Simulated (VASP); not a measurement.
Wanted: the native input for a VASP 6.6.1 run.

```
Task                            : G0W0 quasiparticle levels
Functional                      : PBE
Potentials or basis             : VASP PAW PBE potentials, release 64 (N_GW, B_GW)
Cutoff                          : 450 eV
k mesh                          : 6 × 6 × 6
Occupations                     : gaussian, width 0.01 eV
Spin                            : no spin polarisation
GW scheme                       : G0W0
GW iterations                   : 1
Cutoff of the response function : 300
Frequency points                : 50
Empty bands                     : 215
Further INCAR settings          : ALGO = EVGW0; EDIFF = 1e-08; NBANDS = 219
```

Crystal: BN.

```xyz
2
Lattice="1.2511 0.7223 3.3729 -1.2511 0.7223 3.3729 0.0000 -1.4447 3.3729" Properties=species:S:1:pos:R:3 pbc="T T T"
N     0.0000    0.0000    6.7517
B     0.0000    0.0000    0.0033
```

The cell is a database's computed one.

One way to write it, as run:

POSCAR

```
BN
1.0
    1.2511217832      0.7223354983      3.3729344033
   -1.2511217832      0.7223354983      3.3729344033
    0.0000000000     -1.4446709966      3.3729344033
N B
1 1
Direct
    0.6672382000      0.6672382000      0.6672382000
    0.0003288000      0.0003288000      0.0003288000
```

INCAR.step1

```
PREC     = Accurate       # precision mode
ENCUT    = 450            # plane-wave cutoff, eV
EDIFF    = 1E-8           # SCF threshold, eV
ISMEAR   = 0              # smearing method
SIGMA    = 0.01           # smearing width, eV
LREAL    = F              # projectors in reciprocal space
LASPH    = T              # aspherical terms in the spheres
NELM     = 100            # most SCF steps
ALGO     = Normal         # electronic algorithm
LWAVE    = T              # write WAVECAR
LCHARG   = F              # write CHGCAR
GGA      = PE             # functional
```

INCAR.step2

```
PREC     = Accurate       # precision mode
ENCUT    = 450            # plane-wave cutoff, eV
EDIFF    = 1E-8           # SCF threshold, eV
ISMEAR   = 0              # smearing method
SIGMA    = 0.01           # smearing width, eV
LREAL    = F              # projectors in reciprocal space
LASPH    = T              # aspherical terms in the spheres
NELM     = 1              # most SCF steps
ALGO     = Exact          # electronic algorithm
LWAVE    = T              # write WAVECAR
LCHARG   = F              # write CHGCAR
GGA      = PE             # functional
NBANDS   = 219            # bands
LOPTICS  = T              # frequency-dependent dielectric function
ISTART   = 1
```

INCAR.step3

```
PREC     = Accurate       # precision mode
ENCUT    = 450            # plane-wave cutoff, eV
EDIFF    = 1E-8           # SCF threshold, eV
ISMEAR   = 0              # smearing method
SIGMA    = 0.01           # smearing width, eV
LREAL    = F              # projectors in reciprocal space
LASPH    = T              # aspherical terms in the spheres
ALGO     = EVGW0          # electronic algorithm
LWAVE    = F              # write WAVECAR
LCHARG   = F              # write CHGCAR
GGA      = PE             # functional
NELMGW   = 1            
NBANDS   = 219            # bands
ENCUTGW  = 300            # cutoff of the response function
NOMEGA   = 50             # frequency points
PRECFOCK = Fast         
ISTART   = 1            
NBANDSGW = 12
```

KPOINTS

```
Automatic mesh
0
Gamma
  6 6 6
```

Potentials or basis: VASP PAW PBE potentials, release 64 (N_GW, B_GW).

The run is started by

```bash
$ cat potpaw_PBE.64/N_GW/POTCAR potpaw_PBE.64/B_GW/POTCAR > POTCAR
$ cp INCAR.step1 INCAR
$ mpirun -np 1 vasp_std > vasp.out
$ cp INCAR.step2 INCAR
$ mpirun -np 1 vasp_std > vasp.out
$ cp INCAR.step3 INCAR
$ mpirun -np 1 vasp_std > vasp.out
```

Results of the run:

| Quantity | Value |
| --- | --- |
| Band gap on the k mesh, mean-field level | 4.29 eV, indirect (least direct gap 4.71 eV) |
| Quasiparticle gap | 6.03 eV |
| Least direct quasiparticle gap | 6.59 eV |

Caveat: the k mesh is coarse (spacing up to 0.49 Å⁻¹), so the values aren't converged; bands, screening cutoff and mesh are small and nothing is extrapolated, so the quasiparticle values aren't converged.

Run time: 18 min on 1 thread of AMD EPYC 9R14 (Zen 4) (shared host), peak memory 0.78 GiB.
